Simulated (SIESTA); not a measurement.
The system is V.

```xyz
1
Lattice="-1.5144 1.5144 1.5144 1.5144 -1.5144 1.5144 1.5144 1.5144 -1.5144" Properties=species:S:1:pos:R:3 pbc="T T T"
V     0.0000    0.0000    0.0000
```

Base run:

* Program: SIESTA 5.4.2
* Functional: PBE
* Potentials or basis: PseudoDojo 0.4 standard (PBE files)
* Basis: DZP (energy shift 0.003 Ry; two zetas on semicore shells)
* Grid cutoff: 800 Ry
* Energy shift: 0.003 Ry
* k mesh: 12 × 12 × 12
* Occupations: fermi-dirac, width 0.05 eV
* Spin: collinear spin, ferromagnetic start
* Starting moments: [2.0] μB

Its results: band gap on the k mesh none (metal or under the smearing width); pressure -5.1 GPa; net moment 0.00 μB per cell.

**Question.** The run is repeated on the same cell with these changes: basis from DZP (energy shift 0.003 Ry; two zetas on semicore shells) to SZ (energy shift 0.003 Ry). What comes out?

**Answer.** Band gap on the k mesh none (metal or under the smearing width); pressure -12.7 GPa; net moment 0.00 μB per cell.

Caveats: the basis of atomic orbitals isn't converged, which shifts pressures, moduli and gaps; the basis has no polarisation orbitals (some runs).
